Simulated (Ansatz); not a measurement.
A (111) slab of TaC (Fm-3m (No. 225)), 11 planes, outer planes C (top) and C (bottom), with 11 atoms (Ta5C6) in a surface cell of A = 8.621 Å², as cut from the bulk:

```xyz
11
Lattice="3.1550 0.0000 0.0000 -1.5775 2.7323 0.0000 0.0000 0.0000 27.8804" Properties=species:S:1:pos:R:3 pbc="T T T"
C     0.0000    1.8216    7.5000
Ta    1.5775    0.9108    8.7880
C     0.0000    0.0000   10.0761
Ta    0.0000    1.8216   11.3641
C     1.5775    0.9108   12.6522
Ta    0.0000    0.0000   13.9402
C     0.0000    1.8216   15.2283
Ta    1.5775    0.9108   16.5163
C     0.0000    0.0000   17.8043
Ta    0.0000    1.8216   19.0924
C     1.5775    0.9108   20.3804
```

These are results of Ansatz, DFT r2SCAN, scalar-relativistic, plane waves, PAW, not measurements. Cutoff 500 eV; k points 12×12×1 on the computed 11-atom cell (Γ-centred); Gaussian smearing, width 0.10 eV; no spin polarisation. The cell repeats along c with a dipole correction in the vacuum.

The relaxed slab holds 5 formula units of TaC and 1 further C. Against those formula units in the bulk and the further C in its standard state it lies 5.637 eV higher. The formation energy of TaC from the standard states is -1.379 eV a formula unit (uncorrected, no zero-point or thermal terms).

Question: Over what range can the chemical potential of C vary, and what is the surface energy at both ends?

Answer: In contact with the bulk, μ(C) + μ(Ta) is fixed. With Δμ counted from the standard states, Δμ(C) ≤ 0 keeps elemental C from forming, and Δμ(Ta) ≤ 0 requires Δμ(C) ≥ ΔH = -1.379 eV. Other compounds of C and Ta can narrow this range. Then γ, the mean of both faces, = [5.637 eV − 1.00·Δμ(C)]/(2A). At the C-rich end (Δμ = 0): 5.637/(2 × 8.621) × 16.02 = 5.24 J/m². At the C-poor end: (5.637 + 1.379)/(2 × 8.621) × 16.02 = 6.52 J/m².

Question: How does its energy depend on growth conditions?

Answer: It carries an excess of C, so its energy falls by 0.93 J/m² for each eV that μ(C) rises: C-rich conditions lower it; whether it appears depends on the other terminations.